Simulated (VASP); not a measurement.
Here is a VASP 6.6.1 calculation.

The input INCAR:

```
SYSTEM = Ir
PREC = Accurate
ENCUT = 600
EDIFF = 1E-7
ISMEAR = -1
SIGMA = 0.05
LREAL = .False.
LASPH = .True.
NELM = 80
ALGO = Fast
ISIF = 3
LWAVE = .False.
LCHARG = .False.
GGA = PS
IBRION = 2
NSW = 60
EDIFFG = -0.02
```

KPOINTS

```
regular mesh
0
Gamma
  10 10 6
  0 0 0
```

The input POSCAR:

```
Ir
1.0
    2.7513778946      0.0000000000      0.0000000000
   -1.3756889473      2.3827631521      0.0000000000
    0.0000000000      0.0000000000      4.4622900000
Ir
2
Direct
    0.3333333333      0.6666666667      0.2500000000
    0.6666666667      0.3333333333      0.7500000000
```

Potentials or basis: VASP PAW PBE potentials, release 64 (Ir).

The run is started by

```sh
$ cat potpaw_PBE.64/Ir/POTCAR > POTCAR
$ mpirun -np 1 vasp_std > vasp.out
```

Q: Predict the relaxed cell.

A: a = 2.711 Å, b = 2.711 Å, c = 4.444 Å, α = 90.00°, β = 90.00°, γ = 120.00°.

Q: Estimate the relaxed volume.

A: 14.15 Å³/atom.

Final structure:
```cif
data_structure
_symmetry_space_group_name_H-M 'P 1'
_symmetry_Int_Tables_number 1
_cell_length_a 2.7114
_cell_length_b 2.7114
_cell_length_c 4.4441
_cell_angle_alpha 90.000
_cell_angle_beta 90.000
_cell_angle_gamma 120.000
_cell_volume 28.29
loop_
_atom_site_label
_atom_site_type_symbol
_atom_site_fract_x
_atom_site_fract_y
_atom_site_fract_z
_atom_site_occupancy
Ir1 Ir 0.33333 0.66667 0.25000 1
Ir2 Ir 0.66667 0.33333 0.75000 1
```

Caveat: the PAW data sets were made with another functional, which shifts forces and pressure a little. The run has no spin-orbit coupling, so splittings on Ir are missing.
